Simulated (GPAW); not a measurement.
The system is SnO.

```
CELL_PARAMETERS angstrom
3.81370 0.00000 0.00000
0.00000 3.81370 0.00000
0.00000 0.00000 4.88691
ATOMIC_POSITIONS crystal
Sn 0.50000 0.00000 0.76463
Sn 0.00000 0.50000 0.23537
O 0.00000 0.00000 0.00000
O 0.50000 0.50000 0.00000
```

The cell is a database's computed one.

* Program: GPAW 26.7.0
* Task: relaxation of cell and atoms
* Functional: PBEsol
* Potentials or basis: PAW data sets generated in the run's folder for this functional
* Cutoff: 800 eV
* Basis: pw
* k mesh: 5 × 5 × 4
* Occupations: fermi-dirac, width 0.05 eV
* Spin: no spin polarisation

At the start: pressure -1.2 GPa; volume 17.77 Å³/atom.

Q: Where does the relaxation end?

A: Over 11 steps the energy falls by 2.2 meV/atom and the volume is 17.07 Å³/atom (-3.9 %); space group P4/nmm (No. 129, to 0.05 Å).

The path:
```
step  energy change (eV)  largest force (eV/Å)  pressure (GPa)  volume (Å³)
   1              0.0000                0.0158           -1.19        71.08
   2             -0.0007                0.0303           -1.08        70.98
   3             -0.0043                0.1480            0.12        69.86
   4             -0.0048                0.1269            0.16        69.70
   5             -0.0057                0.0060            0.04        69.29
   6             -0.0059                0.0130           -0.03        69.28
   7             -0.0064                0.0659           -0.26        69.21
   8             -0.0071                0.1029           -0.42        69.03
   9             -0.0081                0.1098           -0.45        68.65
  10             -0.0086                0.0639           -0.26        68.35
  11             -0.0088                0.0129           -0.06        68.28
```

Final structure:
```xyz
4
Lattice="3.7949 0.0000 0.0000 0.0000 3.7949 0.0000 0.0000 0.0000 4.7410" Properties=species:S:1:pos:R:3 pbc="T T T"
Sn    1.8974    0.0000    3.5888
Sn    0.0000    1.8974    1.1522
O     0.0000    0.0000    0.0000
O     1.8974    1.8974    0.0000
```

Caveat: later steps reuse the first step's grids.
